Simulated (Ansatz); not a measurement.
# Cs: the crystal squeezed far

The task here is to estimate one member of a computed series from the others.

Computed with Ansatz 0.2.0 (DFT PBE, with the methods named in each step, unless a step's input says otherwise).

## Starting point

The structure is cubic, space group Fm-3m (No. 225). The conventional cell has a = 7.754 Å, b = 7.754 Å, c = 7.754 Å, α = 90.00°, β = 90.00°, γ = 90.00°.

Coordinates:

```cif
data_structure
_symmetry_space_group_name_H-M 'P 1'
_symmetry_Int_Tables_number 1
_cell_length_a 5.4829
_cell_length_b 5.4829
_cell_length_c 5.4829
_cell_angle_alpha 60.000
_cell_angle_beta 60.000
_cell_angle_gamma 60.000
_cell_volume 116.55
loop_
_atom_site_label
_atom_site_type_symbol
_atom_site_fract_x
_atom_site_fract_y
_atom_site_fract_z
_atom_site_occupancy
Cs1 Cs 0.00000 0.00000 0.00000 1
```

Whether this phase is the stable one at these pressures isn't tested.

The first run:

Input file input.yaml:

```yaml
crystal:
  lattice:
    - [0.0, 3.8769736737, 3.8769736737]
    - [3.8769736737, 0.0, 3.8769736737]
    - [3.8769736737, 3.8769736737, 0.0]
  atoms:
    - { symbol: Cs, position: [0.0, 0.0, 0.0] }
kpoints:
  mp_grid: { grid: [10, 10, 10] }
scf:
  occupations: { method: fermi_dirac, width: 0.05 }
hamiltonian:
  xc: pbe
  pseudopotentials: { kind: paw }
output:
  forces: true
  stress: true
relax:
  f_tol: 0.005
  max_steps: 40
  cell: {}
```

Started as:

```console
ansatz run input.yaml --threads 1 --pin off --max-ram 2048MiB --backend cpu --events-out ev --progress --plain --runs-dir out
```

Among the steps run: Cell relaxed at zero pressure, PAW; Volume scaled by 1, PAW; Volume scaled by 0.95, PAW; Volume scaled by 0.85, PAW; Volume scaled by 0.75, PAW; Volume scaled by 0.65, PAW; Volume scaled by 0.55, PAW; Volume scaled by 0.55, PAW (cutoff 250 eV); Volume scaled by 0.45, PAW; Volume scaled by 0.4, PAW; Volume scaled by 0.4, PAW (level accurate).

One table of the session follows, with a row left open; its other results are not shown here.

| method | volume over the first | volume (Å³/atom) | pressure (GPa) |
| --- | --- | --- | --- |
| PAW | 1 | ? | ? |
| PAW | 0.95 | 110.722 | 0.13 |
| PAW | 0.85 | 99.067 | 0.45 |
| PAW | 0.75 | 87.412 | 0.94 |
| PAW | 0.65 | 75.757 | 1.60 |
| PAW | 0.55 | 64.102 | 2.72 |
| PAW | 0.45 | 52.447 | 4.63 |
| PAW | 0.4 | 46.620 | 5.92 |
| PAW (cutoff 250 eV) | 0.55 | 64.102 | 2.72 |
| PAW (level accurate) | 0.4 | 46.620 | 5.91 |

**Question.** Estimate the row for PAW, 1.

The run gave: volume (Å³/atom): 116.549; pressure (GPa): 0.02. In the column «volume (Å³/atom)» it is the highest.

Caveats from the session: Warnings in the runs' records: cutoff below recommended.
